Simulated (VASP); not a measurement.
# GaAs (F-43m): a series in a change of volume

Wanted: the response of GaAs to a change of volume, as a table, with a fit that predicts a row left out.

Main program and level: VASP 6.6.1; LDA; plane waves and PAW (Ga_d, As), in the first sound run; inputs show where later runs differ.

This is a report of a sequence of runs, with most program output left out.

### Step 1. The starting structure

It takes space group F-43m (No. 216, cubic). Conventional cell: a = 5.653 Å, b = 5.653 Å, c = 5.653 Å, α = 90.00°, β = 90.00°, γ = 90.00°. Nearest to Ga lie 4 As at 2.45 Å. Nearest to As lie 4 Ga at 2.45 Å. Farther neighbours are not listed.

As a file:

```
Ga As
1.0
     0.00000    2.82650    2.82650
     2.82650    0.00000    2.82650
     2.82650    2.82650    0.00000
Ga As
1 1
Direct
  0.00000 0.00000 0.00000
  0.25000 0.25000 0.25000
```

### Step 2. Relax the crystal, LDA

The series starts from the cell that this level prefers, so that zero strain is near zero stress.

This step took 2 runs in a row; the last is shown.

Level: LDA; plane waves and PAW (Ga_d, As).

Contents of INCAR:

```
SYSTEM = GaAs
PREC = Accurate
ENCUT = 450
EDIFF = 1E-07
NELM = 120
ISMEAR = 0
SIGMA = 0.02
LREAL = .FALSE.
ALGO = Normal
GGA = CA
NBANDS = 15
LASPH = .TRUE.
LORBIT = 11
LWAVE = .FALSE.
LCHARG = .FALSE.
KPAR = 12
IBRION = 2
NSW = 40
ISIF = 3
EDIFFG = -0.005
POTIM = 0.4
```

Contents of POSCAR:

```
GaAs
1.0
    0.0000000000      2.8045101871      2.8045101871
    2.8045101871      0.0000000000      2.8045101871
    2.8045101871      2.8045101871      0.0000000000
Ga As
1 1
Direct
    0.0000000000      0.0000000000      0.0000000000
    0.2500000000      0.2500000000      0.2500000000
```

Contents of KPOINTS:

```
Automatic mesh
0
Gamma
9 9 9
0 0 0
```

Potentials, in the order of the species: Ga_d and As (LDA family, release 64).

Run with:

```
mpirun -np 12 vasp_std
```

The job ended after 4 s (12 MPI ranks of AMD EPYC 7R43, shared host; peak memory 1.5 GiB; 32 s of CPU time).

Numbers from this step:

```
energy(sigma→0) of the program : -9.6394 eV
stress, compression positive   : xx, yy, zz -0.01, -0.01, -0.01 GPa
volume                         : 44.117 Å³
ionic steps                    : 1
```

### Step 3. Relax at fixed volume, LDA

One member in full: the volume is scaled by 0.985, and the cell is held.

Level: LDA; plane waves and PAW (Ga_d, As).

INCAR: that of step 2 with these lines changed.

```diff
@@ -15,7 +15,8 @@
 LCHARG = .FALSE.
-KPAR = 12
+KPAR = 3
 IBRION = 2
 NSW = 40
-ISIF = 3
-EDIFFG = -0.005
+ISIF = 2
+EDIFFG = -0.004
 POTIM = 0.4
+MAXMIX = 40
```

Contents of POSCAR:

```
GaAs
1.0
    0.0000000000      2.7904169332      2.7904169332
    2.7904169332      0.0000000000      2.7904169332
    2.7904169332      2.7904169332      0.0000000000
Ga As
1 1
Direct
    0.0000000000      0.0000000000      0.0000000000
    0.2500000000      0.2500000000      0.2500000000
```

KPOINTS is that of step 2.

Run with:

```
mpirun -np 3 vasp_std
```

The job ended after 7.8 s (3 MPI ranks; peak memory 0.34 GiB).

Read from the output:

* energy(sigma→0) of the program: -9.6367 eV
* stress, compression positive: xx, yy, zz 1.16, 1.16, 1.16 GPa
* ionic steps: 1

### Step 4. Band edges, TB-mBJ with spin-orbit coupling

Short lines in KPOINTS_OPT sample the zone centre, for masses, and the other valleys.

Level: TB-mBJ, spin-orbit coupling; plane waves and PAW (Ga_d, As).

TB-mBJ has no energy functional, so the total energy, stress and pressure in this output mean nothing.

Contents of INCAR:

```
SYSTEM = GaAs
PREC = Accurate
ENCUT = 450
EDIFF = 1E-06
NELM = 150
ISMEAR = 0
SIGMA = 0.02
LREAL = .FALSE.
ALGO = Normal
METAGGA = MBJ
LASPH = .TRUE.
LNONCOLLINEAR = .TRUE.
MAGMOM = 0 0 0 0 0 0
NBANDS = 28
GGA_COMPAT = .FALSE.
LSORBIT = .TRUE.
LWAVE = .FALSE.
LCHARG = .FALSE.
KPAR = 3
```

POSCAR is that of step 3.

Contents of KPOINTS:

```
Automatic mesh
0
Gamma
7 7 7
0 0 0
```

Contents of KPOINTS_OPT:

```
Line mode
6
Line-mode
Reciprocal
  0.00000000   0.00000000   0.00000000
  0.02220543   0.02220543   0.00000000

  0.00000000   0.00000000   0.00000000
  0.00000000  -0.02220543  -0.02220543

  0.31000000   0.31000000   0.00000000
  0.50000000   0.50000000   0.00000000

  0.00000000   0.31000000   0.31000000
  0.00000000   0.50000000   0.50000000

  0.45000000   0.45000000   0.45000000
  0.50000000   0.50000000   0.50000000

  0.45000000   0.00000000   0.00000000
  0.50000000   0.00000000   0.00000000

  0.42500000   0.42500000   0.00000000
  0.42500000   0.44720543   0.02220543

  0.50000000   0.50000000   0.50000000
  0.48429839   0.51570161   0.50000000
```

Run with:

```
mpirun -np 3 vasp_ncl
```

Run time: 2.5 min. Hardware: 3 MPI ranks; peak memory 0.8 GiB.

### Step 5. Band edges, r2SCAN with spin-orbit coupling

Level: r2SCAN, spin-orbit coupling; plane waves and PAW (Ga_d, As).

INCAR: that of step 4 with these lines changed.

```diff
@@ -4,3 +4,3 @@
 EDIFF = 1E-06
-NELM = 150
+NELM = 100
 ISMEAR = 0
@@ -9,3 +9,3 @@
 ALGO = Normal
-METAGGA = MBJ
+METAGGA = R2SCAN
 LASPH = .TRUE.
```

POSCAR is that of step 4.

KPOINTS is that of step 4.

KPOINTS_OPT is that of step 4.

Run with:

```
mpirun -np 3 vasp_ncl
```

Wall time 4.2 min (3 MPI ranks); peak memory 0.78 GiB; 10 min of CPU time.

This run gave:

| Property | Result |
| --- | --- |
| energy(sigma→0) of the program | -292.2154 eV |
| stress, compression positive | xx, yy, zz 3.65, 3.65, 3.65 GPa |

The run ends at a pressure of 3.65 GPa.

### Step 6. The table

Runs beyond LDA use the data sets made with LDA; this shifts their levels slightly, and their total energies have another zero (at TB-mBJ, which has no energy functional, they mean nothing).

The other members went through these steps as far as the tables show, with the same cutoff and, step by step, the same mesh; 25 runs are not shown. The session took 3.0 core hours (wall time by ranks) on a shared machine.

```csv
volume over the relaxed volume,volume (Å³/atom),pressure (GPa),energy above the unstrained row (meV/atom),"gap on the mesh, LDA (eV)"
0.940,20.735,5.322,21.433,0.994
0.955,21.066,3.816,11.847,0.869
0.970,21.396,2.432,5.227,0.747
0.985,21.727,1.162,1.343,0.628
1,22.058,-0.007,0.000,0.512
1.015,22.389,-1.079,0.957,0.399
1.030,22.720,-2.064,4.066,0.289
1.045,23.051,-2.980,9.093,0.181
1.060,23.382,-3.800,15.943,0.077
```

A cubic of the pressure in ln(V/V₀) through all rows has the slope −B at V₀: B = 75 GPa, and its curvature gives B′ = 4.7.

Band edges at TB-mBJ with spin-orbit coupling, counted from the valence-band top at Γ, spin-orbit pairs averaged, with one row partly withheld:

| volume over the relaxed volume | gap (eV) | conduction band at Γ (eV) | Δ or X valley along z (eV) | lowest conduction level at L, [111] (eV) | second valence level below the top (eV) | third valence level below the top (eV) |
| --- | --- | --- | --- | --- | --- | --- |
| 0.940 | 1.794 | 2.163 | 1.794 | 1.931 | 0.000 | 0.328 |
| 0.955 | 1.829 | 2.038 | 1.828 | 1.889 | 0.000 | 0.325 |
| 0.970 | 1.847 | 1.916 | 1.861 | 1.847 | 0.000 | 0.323 |
| 0.985 | 1.796 | 1.796 | 1.891 | 1.805 | 0.000 | 0.321 |
| 1 | ? | ? | 1.919 | 1.764 | 0.000 | 0.319 |
| 1.015 | 1.564 | 1.564 | 1.946 | 1.724 | 0.000 | 0.316 |
| 1.030 | 1.451 | 1.451 | 1.969 | 1.683 | 0.000 | 0.314 |
| 1.045 | 1.340 | 1.340 | 1.991 | 1.644 | 0.000 | 0.312 |
| 1.060 | 1.231 | 1.231 | 2.011 | 1.605 | 0.000 | 0.310 |

Conduction masses, in electron masses (the axis is [001]):

```
volume over the relaxed volume  conduction mass at Γ, along the strain axis or the normal of the plane  L [111] mass, longitudinal  L [111] mass, transverse along [1-10]
                         0.940                                                                   0.115                       1.767                                  0.134
                         0.955                                                                   0.111                       1.748                                  0.133
                         0.970                                                                   0.105                       1.763                                  0.133
                         0.985                                                                   0.101                       1.751                                  0.133
                             1                                                                   0.096                       1.780                                  0.133
                         1.015                                                                   0.091                       1.744                                  0.132
                         1.030                                                                   0.086                       1.758                                  0.131
                         1.045                                                                   0.081                       1.756                                  0.131
                         1.060                                                                   0.076                       1.771                                  0.131
```

Band edges at r2SCAN with spin-orbit coupling, counted from the valence-band top at Γ, spin-orbit pairs averaged:

```csv
volume over the relaxed volume,gap (eV),conduction band at Γ (eV),Δ or X valley along z (eV),"lowest conduction level at L, [111] (eV)",second valence level below the top (eV),third valence level below the top (eV)
0.940,1.448,1.581,1.447,1.516,0.000,0.345
0.955,1.448,1.448,1.477,1.466,0.000,0.343
0.970,1.319,1.319,1.505,1.417,0.000,0.341
0.985,1.192,1.192,1.532,1.369,0.000,0.339
1,1.069,1.069,1.556,1.322,0.000,0.337
1.015,0.948,0.948,1.579,1.276,0.000,0.335
1.030,0.830,0.830,1.600,1.232,0.000,0.333
1.045,0.715,0.715,1.620,1.188,0.000,0.331
1.060,0.602,0.603,1.638,1.145,0.000,0.329
```

Conduction masses, in electron masses (the axis is [001]):

| volume over the relaxed volume | L [111] mass, longitudinal | L [111] mass, transverse along [1-10] |
| --- | --- | --- |
| 0.940 | 1.717 | 0.114 |
| 0.955 | 1.737 | 0.113 |
| 0.970 | 1.727 | 0.112 |
| 0.985 | 1.717 | 0.112 |
| 1 | 1.712 | 0.111 |
| 1.015 | 1.698 | 0.110 |
| 1.030 | 1.699 | 0.109 |
| 1.045 | 1.689 | 0.108 |
| 1.060 | 1.710 | 0.107 |

### Step 7. Working out the slope

The quantity to fit is the conduction level at Γ above the mean of the three top valence levels at TB-mBJ with spin-orbit coupling: 2.272, 2.147, 2.024, 1.903, 1.669, 1.555, 1.444, 1.334 eV in the rows shown.

A least-squares parabola through the 8 rows shown, with u the logarithm of the volume ratio: E = 1.146 u² − 7.802 u + 1.785 (eV), r.m.s. residual 1.4e-4 eV.

At u = 0 this predicts 1.7851 eV.

### Step 8. Checking the prediction

The calculation gives 1.7849 eV, so the prediction is 0.0002 eV too high.

### Step 9. Results

```yaml
bulk_modulus: 75 GPa
gap_of_the_unstrained_cell_r2scan_with_spin_orbit_coupling: 1.07 eV
de_d_ln_v_of_the_conduction_level_at_gamma_above_the_mean_of_the_three_top_valence_levels_tb_mbj_with_spin_orbit_coupling: -7.80 eV
error_of_the_predicted_row: 0.2 meV
```

At TB-mBJ with spin-orbit coupling the lowest conduction valley is in turn Δ or X, L, Γ from the first row to the last, and the gap runs between 1.23 and 1.85 eV. At zero strain Γ and L lie only 85 meV apart here, so their order is sensitive to the level and the lattice constant. At r2SCAN with spin-orbit coupling the lowest conduction valley is in turn Δ or X, Γ from the first row to the last, and the gap runs between 0.60 and 1.45 eV. Hole masses are left out throughout, since the top bands are degenerate or cross in many series; of conduction masses, those of the Γ, L and (for Si and Ge under (001) strain) Δ valleys are kept where they change by under an eighth between rows. A measured gap of unstrained GaAs is 1.42 eV (arxiv:0805.2212, direct gap E0 at Gamma from PR, 300 K); the static gaps here belong to the lattice relaxed at LDA. TB-mBJ is a potential fitted for gaps; it has no energy functional, so its total energies and forces mean nothing, and its bands tend to come out too narrow. r2SCAN opens gaps somewhat over GGA but leaves them below measured values as a rule. Δ or X levels are the lowest on their line, refined by a parabola unless they lie at X; the gap is read from all points sampled and can differ from the lowest valley by some meV, or by tens of meV where strain moves the valence top off Γ. Temperature, zero-point motion and excitons are left out.

[Lines on the potential files, build, host, timing and source positions are cut from VASP's logs without a mark.]

[Logs are printed without paths, hosts, clocks, repeated set-up lines and the standing remarks that a program may print on its own settings, such as how far it seeks lower states.]

[Hosts, paths, dates, database ids (printed as entryN), source tags and the programs' standing remarks are cut or masked in the printed files.]

[In band tables of VASP the shares of atoms and orbitals are scaled to a sum of 1 inside the atoms' spheres.]
